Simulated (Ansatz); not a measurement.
LiI (rock salt, Fm-3m), the program Ansatz at the LDA level (PAW). The conduction-band minimum lies at X, with 3 equivalent valleys. Second derivatives d²E/dk² of the lowest band at one valley (eV·Å²), along Cartesian directions:

```csv
direction,d²E/dk²
[100],8.151
[010],16.05
[001],16.05
[110],12.10
[101],12.10
[011],16.00
```

Q: Find the principal effective masses, the density-of-states mass and the conductivity mass.

A: Off-diagonal terms follow from H_xy = H[110] − (H_xx + H_yy)/2, and m*/mₑ = 7.620 eV·Å² over each eigenvalue: 0.47, 0.48, 0.93. One valley's DOS mass (m₁m₂m₃)^(1/3) = 0.60, conductivity mass 3/(Σ 1/mᵢ) = 0.57 mₑ.

Q: What effective density of states Nc follows at 300 K for parabolic valleys?

A: Nc = 2.509e19 × 3 × (0.60)^(3/2) ≈ 3.5e19 cm⁻³.

Q: With the computed static dielectric constant 13.3 (mean of the diagonal), estimate a hydrogenic donor's binding energy and radius.

A: E = 13.606 eV × 0.57/13.3² ≈ 44 meV; a = 0.529 Å × ε/m* ≈ 12 Å. Semilocal masses tend to be too small where the gap is.

Q: With ε∞ = 4.49 and ω_LO = 292 cm⁻¹, what Fröhlich coupling constant follows?

A: α = (1/ε∞ − 1/ε0) √(m* × 13.606 eV/ħω_LO) = 2.2.

The LDA relaxation kept the symmetry of its start; phonons on a q-mesh show no instability. Scalar-relativistic: spin–orbit coupling is off unless named, which matters more the heavier the elements.

Potentials: the later of the program's two PAW sets.
